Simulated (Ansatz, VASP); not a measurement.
**AlN: VASP beside Ansatz**

```
CELL_PARAMETERS angstrom
0.04880 2.23367 2.23367
2.23367 0.04880 2.23367
2.23367 2.23367 0.04880
ATOMIC_POSITIONS crystal
Al 0.00115 0.00115 0.00115
N 0.24885 0.24885 0.24885
```

Change from the starting cell: shear_111 strain +3.4%.

Alike in both runs: task single point; functional PBE; k mesh 10 × 10 × 10; occupations fermi-dirac, width 0.02 eV; no spin polarisation.

|  | VASP | Ansatz |
| --- | --- | --- |
| version | VASP 6.6.1 | Ansatz 0.2.0 |
| potentials or method | VASP PAW PBE potentials, release 64 (Al, N) | plane waves, PAW |
| plane-wave cutoff (eV) | 520 | 420 |
| valence electrons in the cell | 8 | 8 |

|  | VASP | Ansatz | Ansatz less VASP |
| --- | --- | --- | --- |
| gap on the k mesh at the Fermi level (eV) | 3.19 | 3.20 | +0.008 |
| pressure (GPa) | -2.1 | -1.8 | +0.29 |
| largest component of the traceless stress (GPa) | 4.04 | 4.01 | -0.031 |
| rms of the force components (eV/Å) | 0.014 | 0.014 | -0.0002 |

Atom by atom the forces differ by 0.000 eV/Å (rms over components).

A k mesh can miss the band edges.
